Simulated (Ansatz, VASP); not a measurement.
## AlN: VASP beside Ansatz

INCAR

```
PREC = Accurate
ENCUT = 520
EDIFF = 1E-7
ISMEAR = 0
SIGMA = 0.05
LREAL = F
LASPH = T
NELM = 100
ALGO = Normal
ISIF = 2
LWAVE = F
LCHARG = F
GGA = PE
NBANDS = 11
```

Contents of KPOINTS:

```
regular mesh
0
Gamma
  10 10 10
```

Contents of POSCAR:

```
AlN
1.0
    0.0000000000      2.2012588983      2.2012588983
    2.2012588983      0.0000000000      2.2012588983
    2.2012588983      2.2012588983      0.0000000000
Al N
1 1
Direct
   -0.0057307778      0.0114379721      0.0057307778
    0.7610391377      0.7279671532      0.7389608623
```

Input for Ansatz:

```yaml
crystal:
  lattice:
    - [0.0, 2.2012588983, 2.2012588983]
    - [2.2012588983, 0.0, 2.2012588983]
    - [2.2012588983, 2.2012588983, 0.0]
  atoms:
    - { symbol: Al, position: [-0.0057307778, 0.0114379721, 0.0057307778] }
    - { symbol: "N", position: [0.7610391377, 0.7279671532, 0.7389608623] }
basis:
  ecutwfc: 520.0
kpoints:
  mp_grid: { grid: [10, 10, 10] }
hamiltonian:
  xc: pbe
  pseudopotentials: { kind: paw, azcp: { folder: soft_1 } }
scf:
  occupations: { method: gaussian, width: 0.05 }
output:
  forces: true
  stress: true
  eigenvalues: true
```

Change from the starting cell: mode 4 frozen in at -0.073 Å and mode 5 at -0.024 Å (largest displacements).

Alike in both runs: task single point; functional PBE; k mesh 10 × 10 × 10; occupations gaussian, width 0.05 eV; no spin polarisation.

```csv
,VASP,Ansatz
version,VASP 6.6.1,Ansatz 0.2.0
potentials or method,"VASP PAW PBE potentials, release 64 (Al, N)","scalar-relativistic, plane waves, PAW"
plane-wave cutoff (eV),520,520
valence electrons in the cell,8,8
```

|  | VASP | Ansatz | Ansatz less VASP |
| --- | --- | --- | --- |
| gap on the k mesh at the Fermi level (eV) | 3.00 | 3.01 | +0.007 |
| least direct gap on the mesh (eV) | 3.67 | 3.66 | -0.007 |
| pressure (GPa) | 1.4 | 1.6 | +0.18 |
| largest component of the traceless stress (GPa) | 6.86 | 6.84 | -0.020 |
| rms of the force components (eV/Å) | 0.933 | 0.931 | -0.0019 |

Atom by atom the forces differ by 0.002 eV/Å (rms over components).

Caveats: forces of over 1 eV/Å show positions far from the minimum, so gaps and moduli don't describe the material at rest. A k mesh can miss the band edges.
